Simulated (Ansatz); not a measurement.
# Sensitivity of the G0W0 gap of GaAs (honeycomb monolayer)

Aim: change settings of a G0W0 run on GaAs (honeycomb monolayer) and see what moves.

Main program and level: Ansatz 0.2.0; G0W0 on PBE, plane waves, PAW; PAW set soft_1.

### Step 1. Starting point

The cell holds 2 atoms: 1 Ga and 1 As. Cell: a = 4.043 Å, b = 4.043 Å, c = 24.400 Å, α = 90.0°, β = 90.0°, γ = 120.0°. Vacuum lies along c.

The structure was relaxed with PBE. The runs that relaxed it are not among those shown. The Coulomb interaction is cut off across the vacuum.

### Step 2. The base run: 6×6×1 mesh, 311 empty bands, screening to 54 eV, PAW set soft_1 files

G0W0 replaces the xc potential by the self-energy, built once from these orbitals. Only a window of levels is corrected, while the sums run over the empty bands that the input names. This step takes PAW set soft_1 files.

Contents of input.yaml:

```yaml
crystal:
  lattice:
    - [4.0434596899, 0.0, 0.0]
    - [-2.021729845, 3.5017388106, 0.0]
    - [0.0, 0.0, 24.4]
  atoms:
    - { symbol: Ga, position: [0.3333333333, 0.6666666667, 0.4880720305] }
    - { symbol: As, position: [0.6666666667, 0.3333333333, 0.5119279695] }
  periodic: [true, true, false]
kpoints:
  mp_grid: { grid: [6, 6, 1] }
hamiltonian:
  xc: pbe
  pseudopotentials: { kind: paw, azcp: { folder: soft_1 } }
scf:
  occupations: { method: fixed }
gw:
  n_empty_bands: 311
  ecut_chi: 54.0
  qp_bands: [v2, c2]
  qp_kpoints: band_edges
  screening: { model: contour_deformation }
```

The run is started by

```bash
> ansatz run input.yaml --threads 4 --pin off --max-ram 17510MiB --backend cpu --events-out ev --progress --plain --runs-dir out
```

Numbers of over 12 decimals in the logs are rounded to 6 here.

The log of the run:

```text
Engine: ansatz 0.2.0, aarch64-unknown-linux-gnu
Pseudopotentials: kind: paw
Pseudopotential: Ga, paw, valence charge 13, recommended cutoff 420 eV (normal), soft_1/Ga.paw.azcp
Pseudopotential: As, paw, valence charge 15, recommended cutoff 420 eV (normal), soft_1/As.paw.azcp
Functional definition: PBE
  parameter kappa = 0.804
  parameter beta = 0.066725
  exchange = pbe_x(kappa = kappa, mu = beta*pi^2/3)
  correlation = pbe_c(beta = beta)
Crystal: 2 atoms, lattice volume = 345.483 Å³
Basis set: ecut = 420 eV, 6789 PW (Γ)
Bands: 18, of which v1, the nominal top of the filled ones, is band 14 counted from 1 (13 counted from 0)
Symmetry: 6 space group operations
Space group: P3m1 (ITA 156), of the structure as read, at distance tolerance 7.0e-5 Å
k-points: 7 of 36 (time reversal used)
Non-local potential: Ga, projectors of the file, l = 0: 2, l = 1: 2, l = 2: 3, l = 3: 1
Non-local potential: As, projectors of the file, l = 0: 2, l = 1: 2, l = 2: 3, l = 3: 1
PAW form: soft (Blöchl's): semilocal exchange-correlation on the pseudo side does not see the compensation charge
PAW one-centre angular grid: Ga, 590 points (default); XC on 64 Gauss nodes
PAW one-centre angular grid: As, 590 points (default); XC on 64 Gauss nodes
Initial density: superposition of atomic densities (neutral atoms: chi_scale 0, normalization atom)
Initial wavefunctions: pseudopotential atomic-orbital guess
Functional: x = pbe(κ = 0.804, μ = 0.219515), c = pbe(β = 0.066725)
SCF iter   1: F=—  HF=-8639.341143 eV  |F-HF|=—  |Δ(HF+E_count)|=         —  Δρ=1.44e-2  dr2=1.22e0  ethr=3.10e-3  ⟨swp⟩=5.7  Hψ=611  notcnv=0  defer=12
preconditioner: auto → Resta (q_TF=auto, 1.795 Å⁻¹)  ε∞=1.4  [insulator: Δε(μ)=1.229 eV  Ē_g=14.257 eV  n_scr=18 (ndim 8)  ℏωp=8.5 eV  f_vac=0.789  ε∞_Penn≈1.4  vacuum switching on, ρ_ref=1.5e-2 e/Å³]
SCF iter   2: F=—  HF=-8639.138895 eV  |F-HF|=—  |Δ(HF+E_count)|=   2.02e-1  Δρ=7.62e-3  dr2=4.97e-1  ethr=3.10e-3  ⟨swp⟩=4.6  Hψ=306  notcnv=0  defer=13
SCF iter   3: F=—  HF=-8639.068469 eV  |F-HF|=—  |Δ(HF+E_count)|=   7.04e-2  Δρ=4.46e-3  dr2=1.23e-1  ethr=1.78e-3  ⟨swp⟩=4.1  Hψ=221  notcnv=0  defer=14
SCF iter   4: F=—  HF=-8639.053839 eV  |F-HF|=—  |Δ(HF+E_count)|=   1.46e-2  Δρ=1.99e-3  dr2=1.80e-2  ethr=4.39e-4  ⟨swp⟩=2.9  Hψ=223  notcnv=0  defer=14
SCF iter   5: F=—  HF=-8639.050164 eV  |F-HF|=—  |Δ(HF+E_count)|=   3.68e-3  Δρ=6.01e-4  dr2=1.09e-3  ethr=6.42e-5  ⟨swp⟩=3.0  Hψ=215  notcnv=0  defer=14
SCF iter   6: F=—  HF=-8639.050264 eV  |F-HF|=—  |Δ(HF+E_count)|=   1.00e-4  Δρ=1.14e-4  dr2=2.58e-5  ethr=3.91e-6  ⟨swp⟩=2.9  Hψ=251  notcnv=0  defer=14
SCF iter   7: F=—  HF=-8639.050279 eV  |F-HF|=—  |Δ(HF+E_count)|=   1.49e-5  Δρ=4.44e-5  dr2=3.80e-6  ethr=9.23e-8  ⟨swp⟩=2.7  Hψ=249  notcnv=0  defer=14
[...]
E_kinetic    = 207.257217
  E_local      = -30884.697974  (includes V_loc(G=0)·N_el)
  E_nonlocal   = -487.876004
  E_hartree    = 15569.972445
  E_xc         = -132.546282
  E_vxc        = -127.920808  (∫ρ·V_xc dr)
  E_paw        = -4002.442808  (= ΣΔE_a)
  E_vpaw       = -514.801025  (= ΣTr[D̂ρ^β])
  E_aug_tail   = -0.000215  (compensation charges beyond the density's cutoff)
  E_ewald      = 11091.283338
  E_smearing   = -0.000000  (= −TS)
  E_closure    = -0.000000  (closes the sum)
  Σ components = -8639.050282   (vs F -8639.050282, Δ=0.00e0)
--- Band table (eV; the first three rows and the last of 7) ---
  k-point 0: bands = [... 10 lower, -16.2669, -7.6551, -5.2972, -5.2972, -4.0555, -1.7758 (-1.7758°), -0.2220, -0.1556]
  k-point 1: bands = [... 10 lower, -16.0136, -8.1128, -6.6628, -5.7498, -2.6767, -1.5716 (-1.5716°), -0.2182, 0.1213]
  k-point 2: bands = [... 10 lower, -15.3526, -10.0414, -6.4218, -6.2425, -2.9235, -1.9825, 0.2694, 1.1022]
  k-point 6: bands = [... 10 lower, -14.6042, -11.0865, -8.2996, -5.1784, -3.3600, 0.2690, 1.3041, 1.9688]
  ° read free of the cell's end (the report's vacuum.weakly_bound_levels)
--- G₀W₀: contour deformation, 7 samples at zero and on the imaginary axis and 3 off it, 36 q-points, 311 empty bands' worth ---
  eigenvalues of the whole cell's RPA ε∞ on this k-mesh (on a slab, of 1 + 4πα/V) = 1.1210, 4.7902, 4.7902; static W/v taken at q = 0 is 0.452409
  gw.qp_kpoints: band_edges: 6 of 7 stored k-points solved, in 1 pass; an edge of the gap read off the rows below is read off those points alone
    valence top: of the k-points left out ik 4 came nearest to being solved in a further pass, in band 14 (counted from 1, as in the quasiparticle table): it holds the edge there only if its correction is more favourable than any solved in that band by at least 1.173 eV; those differ by 0.091 eV
    conduction bottom: of the k-points left out ik 4 came nearest to being solved in a further pass, in band 15 (counted from 1, as in the quasiparticle table): it holds the edge there only if its correction is more favourable than any solved in that band by at least 1.524 eV; those differ by 0.300 eV
    ik  band        ε_KS         Σx   Σc(E_QP)       V_xc       Z   E_QP_lin       E_QP  E_QP is
     0    13     -5.2972   -16.6682     1.4105   -14.8961  0.6838    -5.6687    -5.6588  root
     0    14     -5.2972   -16.6682     1.4105   -14.8961  0.6838    -5.6687    -5.6588  root
     0    15     -4.0555   -10.4245    -3.0300   -14.0950  0.6969    -3.3777    -3.4151  root
     0    16     -1.7758    -3.4024    -2.6285    -6.2099  0.7204    -1.5944    -1.5969  root
     1    13     -6.6628   -14.0434     1.9828   -11.6039  0.6324    -7.1380    -7.1195  root
     1    14     -5.7498   -16.3184     1.5440   -14.3928  0.6773    -6.1428    -6.1314  root
     1    15     -2.6767    -9.4208    -3.2827   -13.2427  0.6791    -2.1101    -2.1374  root
     1    16     -1.5716    -4.6347    -3.0106    -7.9063  0.6986    -1.3046    -1.3108  root
[...]
6    13     -8.2996   -15.1014     2.6388   -12.0496  0.6166    -8.7367    -8.7126  root
     6    14     -5.1784   -14.1140     1.3447   -12.3656  0.6632    -5.5952    -5.5821  root
     6    15     -3.3600    -6.7682    -3.1553   -10.2643  0.6795    -3.0103    -3.0191  root
     6    16      0.2690    -3.8286    -3.4141    -7.3596  0.6940     0.3867     0.3859  root
[key lines of the parts left out:]
SCF converged after 9 iterations
Free energy (F): -8639.050282 eV
Fermi energy:    -5.178384 eV
```

It took 1.7 min on 4 threads of Arm Neoverse V1, shared host; peak memory 2.9 GiB; 6.6 min of CPU time.

The column dr2 measures how far the density is from self-consistency, as an energy; F and HF (Harris–Foulkes) agree once it is small.

This step gave:

```
bands summed                                 : 325
plane waves in the screening matrix          : 335
q-points in the mesh                         : 36
G0W0 gap on the mesh                         : 2.167 eV
k of the valence top                         : 0.3333, 0.3333, 0
k of the conduction bottom                   : 0, 0, 0
starting gap on the mesh                     : 1.123 eV
Z at the valence top                         : 0.6632
Z at the conduction bottom                   : 0.6969
least direct G0W0 gap on the computed points : 2.244 eV
```

The gap on the mesh goes from 1.12 eV to 2.17 eV, a correction of +1.04 eV. Between the two edge states, bare exchange in place of the xc potential would open the gap by 5.42 eV, and correlation takes back 4.37 eV.

### Step 3. Variant: frequency model

Changes to input.yaml since step 2:

```diff
@@ -21,2 +21,2 @@
   qp_kpoints: band_edges
-  screening: { model: contour_deformation }
+  screening: { model: godby_needs }
```

The log of the run:

```text
[...]
Crystal: 2 atoms, lattice volume = 345.483 Å³
Basis set: ecut = 420 eV, 6789 PW (Γ)
Bands: 18, of which v1, the nominal top of the filled ones, is band 14 counted from 1 (13 counted from 0)
Symmetry: 6 space group operations
[...]
k-points: 7 of 36 (time reversal used)
[...]
SCF iter   1: F=—  HF=-8639.341143 eV  |F-HF|=—  |Δ(HF+E_count)|=         —  Δρ=1.44e-2  dr2=1.22e0  ethr=3.10e-3  ⟨swp⟩=5.7  Hψ=611  notcnv=0  defer=12
[...]
SCF iter   9: F=-8639.050282 eV  HF=-8639.050282 eV  |F-HF|=9.06e-9  |Δ(HF+E_count)|=   5.17e-8  Δρ=1.64e-6  dr2=1.10e-8  ethr=3.57e-10  ⟨swp⟩=12.1  Hψ=720  notcnv=0
SCF 1 converged in 9 iterations: F = -8639.050282 eV  dr2 = 1.10e-8
[...]
NSCF: frozen V_eff on 7 k-points
G₀W₀ screening: q 1/7
[... further progress lines ...]
SCF converged after 9 iterations
Free energy (F): -8639.050282 eV
[...]
Internal energy: -8639.050282 eV  (E = F + TS)
E sigma→0 (E₀):  -8639.050282 eV
Fermi energy:    -5.178384 eV
[...]
--- Band table (eV; the first three rows and the last of 7) ---
  k-point 0: bands = [... 10 lower, -16.2669, -7.6551, -5.2972, -5.2972, -4.0555, -1.7758 (-1.7758°), -0.2220, -0.1556]
  k-point 1: bands = [... 10 lower, -16.0136, -8.1128, -6.6628, -5.7498, -2.6767, -1.5716 (-1.5716°), -0.2182, 0.1213]
  k-point 2: bands = [... 10 lower, -15.3526, -10.0414, -6.4218, -6.2425, -2.9235, -1.9825, 0.2694, 1.1022]
  k-point 6: bands = [... 10 lower, -14.6042, -11.0865, -8.2996, -5.1784, -3.3600, 0.2690, 1.3041, 1.9688]
  ° read free of the cell's end (the report's vacuum.weakly_bound_levels)
--- G₀W₀: ω_p = 38.7942 eV, 36 q-points, 311 empty bands' worth ---
[...]
GN-PPA: 1528460/3528799 pairs with Re ω̃² < 0 across q-mesh
[...]
0    13     -5.2972   -16.6682     1.3310   -14.8961  0.7561    -5.7409    -5.7383  root
     0    14     -5.2972   -16.6682     1.3310   -14.8961  0.7561    -5.7409    -5.7383  root
     0    15     -4.0555   -10.4245    -2.9826   -14.0950  0.7667    -3.3615    -3.3677  root
     0    16     -1.7758    -3.4024    -2.6393    -6.2099  0.8095    -1.6072    -1.6076  root
     1    13     -6.6628   -14.0434     1.7592   -11.6039  0.7427    -7.3509    -7.3431  root
     1    14     -5.7498   -16.3184     1.4477   -14.3928  0.7532    -6.2310    -6.2277  root
     1    15     -2.6767    -9.4208    -3.2219   -13.2427  0.7624    -2.0713    -2.0767  root
     1    16     -1.5716    -4.6347    -2.9994    -7.9063  0.7926    -1.2983    -1.2994  root
[...]
6    13     -8.2996   -15.1014     2.3639   -12.0496  0.7298    -8.9967    -8.9875  root
     6    14     -5.1784   -14.1140     1.2119   -12.3656  0.7479    -5.7189    -5.7149  root
     6    15     -3.3600    -6.7682    -3.1729   -10.2643  0.7644    -3.0353    -3.0368  root
     6    16      0.2690    -3.8286    -3.4527    -7.3596  0.7811     0.3474     0.3473  root
```

Elapsed: 1.8 min, on 4 threads; peak memory 2.9 GiB; 6.8 min of CPU time.

The G0W0 gap on the mesh is 2.347 eV.

Against the base:

| setting | base | variant |
| --- | --- | --- |
| frequency model | contour deformation | plasmon pole |

| quantity | variant | base |
| --- | --- | --- |
| starting gap on the mesh | 1.123 | 1.123 |
| G0W0 gap on the mesh | 2.347 | 2.167 |
| least direct G0W0 gap on the computed points | 2.371 | 2.244 |
| Z at the valence top | 0.748 | 0.663 |
| Z at the conduction bottom | 0.767 | 0.697 |

### Step 4. Summary of results

```json
{"base": "2.17 eV, 1.7 min", "frequency model": "2.35 eV, 1.8 min"}
```

In words: Frequency model: the gap moves by +0.18 eV. All runs here use a coarse mesh and modest cutoffs; they test settings and are not final values. The mesh in the plane is coarse for a sheet; gap and any exciton binding can still move on denser ones. The many-body steps are scalar-relativistic: spin-orbit coupling is not in them.

[Paths, hosts, dates, memory and timing lines, banners, echoed tables and standing remarks are left out of the program output.]

[Logs are printed without paths, hosts, clocks, repeated set-up lines and the standing remarks that a program may print on its own settings, such as how far it seeks lower states.]

[Runs of the session that timed out or met a known fault of the program may be left out.]

[Cells called generated may have been cut or substituted from an entry of the Crystallography Open Database or the Materials Project.]

[Hosts, paths, dates, database ids (printed as entryN), source tags and the programs' standing remarks are cut or masked in the printed files.]
